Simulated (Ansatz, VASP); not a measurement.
One calculation of Ti, two programs

```
Ti
1.0
     2.85646    0.00000    0.00000
    -1.42823    2.47376    0.00000
     0.00000    0.00000    4.52547
Ti
2
Direct
  0.33333 0.66667 0.25000
  0.66667 0.33333 0.75000
```

Alike in both runs: functional LDA; k mesh 18 × 18 × 10; occupations fermi-dirac, width 0.08 eV; no spin polarisation.

Ansatz relaxed the structure, and its values are those at the end. VASP's run is a single point on that final structure, the one shown.

|  | VASP | Ansatz |
| --- | --- | --- |
| version | VASP 6.6.1 | Ansatz 0.2.0 |
| potentials or method | VASP PAW LDA potentials, release 64 (Ti_sv) | PAW with Ansatz's default frozen-core files, scalar-relativistic |
| plane-wave cutoff (eV) | 520 | 420 |
| valence electrons in the cell | 24 | 24 |

|  | VASP | Ansatz | Ansatz less VASP |
| --- | --- | --- | --- |
| pressure (GPa) | 0.9 | 1.0 | +0.11 |
